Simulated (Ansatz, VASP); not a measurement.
**Two plane-wave programs on ZnO**

The input INCAR:

```
PREC = Accurate
ENCUT = 520
EDIFF = 1E-6
ISMEAR = -1
SIGMA = 0.02
LREAL = False
LASPH = True
NELM = 100
ALGO = Normal
ISIF = 2
LWAVE = False
LCHARG = True
GGA = PE
LELF = True
LVHAR = True
NBANDS = 16
```

The input KPOINTS:

```
Automatic mesh
0
Gamma
  10 10 10
```

Contents of POSCAR:

```
ZnO
1.0
    0.0754600268      2.1469243276      2.1469243276
    2.1469243276      0.0754600268      2.1469243276
    2.1469243276      2.1469243276      0.0754600268
Zn O
1 1
Direct
    0.0000000000      0.0000000000      0.0000000000
    0.5000000000      0.5000000000      0.5000000000
```

Input for Ansatz:

```yaml
crystal:
  lattice:
    - [0.0754600268, 2.1469243276, 2.1469243276]
    - [2.1469243276, 0.0754600268, 2.1469243276]
    - [2.1469243276, 2.1469243276, 0.0754600268]
  atoms:
    - { symbol: Zn, position: [0.0, 0.0, 0.0] }
    - { symbol: O, position: [0.5, 0.5, 0.5] }
kpoints:
  mp_grid: { grid: [10, 10, 10] }
  band_path:
    path:
      - [0.0, 0.0, 0.0]
      - [0.5, 0.0, 0.5]
      - [0.625, 0.25, 0.625]
      - [0.375, 0.375, 0.75]
      - [0.5, 0.5, 0.5]
      - [0.5, 0.25, 0.75]
    npoints: 1
hamiltonian:
  xc: pbe
scf:
  occupations: { method: fermi_dirac, width: 0.02 }
  n_extra_bands: 4
output:
  forces: true
  stress: true
  eigenvalues: true
```

Change from the starting cell: epitaxial_111 strain -2.9%.

Alike in both runs: task single point; functional PBE; k mesh 10 × 10 × 10; occupations fermi-dirac, width 0.02 eV; no spin polarisation.

```csv
,VASP,Ansatz
version,VASP 6.6.1,Ansatz 0.2.0
potentials or method,"VASP PAW PBE potentials, release 64 (Zn, O)","plane waves, PAW"
plane-wave cutoff (eV),520,420
valence electrons in the cell,18,18
```

Ansatz gave:

| Quantity | Value |
| --- | --- |
| gap on the k mesh at the Fermi level (eV) | 1.05 |
| pressure (GPa) | 15.5 |
| largest component of the traceless stress (GPa) | 3.20 |

**Question.** Estimate VASP's values.

**Answer.** gap on the k mesh at the Fermi level (eV): 1.01; pressure (GPa): 16.9; largest component of the traceless stress (GPa): 3.15.

The functional is the same, so the differences come from potentials, cutoffs and numerics.

Caveats: so large a pressure means that the cell lies far from this level's equilibrium, or that cutoff or potentials fall short (VASP). A k mesh can miss the band edges.
